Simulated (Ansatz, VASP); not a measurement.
Cd in VASP and in Ansatz

Contents of INCAR:

```
SYSTEM = Cd
ALGO = Normal ; EDIFF = 1E-7
ENCUT = 520 ; GGA = PE
ISIF = 2 ; ISMEAR = -1
LASPH = .TRUE. ; LCHARG = .FALSE.
LREAL = .FALSE. ; LWAVE = .FALSE.
NBANDS = 12 ; NELM = 60
PREC = Accurate ; SIGMA = 0.05
```

File KPOINTS:

```
k-points
0
G
  10 10 10
  0 0 0
```

The input POSCAR:

```
Cd
1.0
   -1.8556948800      1.7843220000      1.7843220000
    1.8556948800     -1.7843220000      1.7843220000
    1.8556948800      1.7843220000     -1.7843220000
Cd
1
Direct
    0.0000000000      0.0000000000      0.0000000000
```

The input input.yaml:

```yaml
crystal:
  lattice:
    - [-1.85569488, 1.784322, 1.784322]
    - [1.85569488, -1.784322, 1.784322]
    - [1.85569488, 1.784322, -1.784322]
  atoms:
    - { symbol: Cd, position: [0.0, 0.0, 0.0] }
hamiltonian:
  xc: pbe
  pseudopotentials: { kind: paw }
kpoints:
  mp_grid: { grid: [10, 10, 10] }
scf:
  occupations: { method: fermi_dirac, width: 0.05 }
output:
  forces: true
  stress: true
  eigenvalues: true
```

Change from the starting cell: strain = 0.04.

Alike in both runs: task single point; functional PBE; k mesh 10 × 10 × 10; occupations fermi-dirac, width 0.05 eV; no spin polarisation.

|  | VASP | Ansatz |
| --- | --- | --- |
| version | VASP 6.6.1 | Ansatz 0.2.0 |
| potentials or method | VASP PAW PBE potentials, release 64 (Cd) | Ansatz PAW |
| plane-wave cutoff (eV) | 520 | 420 |
| valence electrons in the cell | 12 | 20 |

|  | VASP | Ansatz | Ansatz less VASP |
| --- | --- | --- | --- |
| gap on the k mesh at the Fermi level (eV) | none | none | - |
| pressure (GPa) | -0.3 | -0.5 | -0.20 |
| largest component of the traceless stress (GPa) | 1.36 | 1.36 | +0.003 |

A gap of «none» marks a metal or a gap that the smearing closes. The two sets of potentials don't hold the same shells in valence.
